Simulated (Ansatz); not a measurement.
Level of theory: DFT PBE, scalar-relativistic, plane waves, PAW in Ansatz 0.2.0. All cells share a 420 eV cutoff and Γ-centred k meshes spaced at most about 0.3 Å⁻¹ (2π included). No spin polarisation.

These are static total energies at zero pressure.

Two relaxed structures of WS2:

A. Space group P-3m1 (No. 164), trigonal, a = 3.188 Å, c = 24.167 Å. W has 6 S at 2.42 Å; around S on its first site lie 3 W at 2.42 Å; around S on its second site lie 3 W at 2.42 Å.

B. Space group P-3m1 (No. 164), trigonal, a = 3.188 Å, c = 37.806 Å. W on its first site has 6 S at 2.42 Å; W on its second site is surrounded by 6 S at 2.42 Å; around S on its first site lie 3 W at 2.42 Å; S on its second site is surrounded by 3 W at 2.42 Å; S on its third site has 3 W at 2.42 Å; 1 more site not described.

**Question.** Which would you expect to be lower, and how large is the difference?

**Answer.** They are level within the accuracy (under 1 meV/atom apart). A has space group P-3m1 (No. 164), 35.4 Å³/atom and a gap of 1.73 eV on its mesh; B has space group P-3m1 (No. 164), 27.7 Å³/atom and a gap of 1.66 eV. Origin: A and B, each reached from a Materials Project cell. The lowest form computed isn't among them: it has the 2H molybdenite type, space group P6_3/mmc (No. 194), 21.8 Å³/atom, is reached from a Materials Project cell and lies under 1 meV/atom below the best shown.

Weakly bound directions are ill-defined at this level, which has no dispersion term (P-3m1 at 35.4 Å³/atom, P-3m1 at 27.7 Å³/atom), and this can change margins and order among such cells. Spin–orbit coupling, which can matter for W, is left out. Kohn–Sham gaps at this level usually fall short of measured ones. Some structure types and database cells were kept out of the candidates from the start, so a known form may be missing.
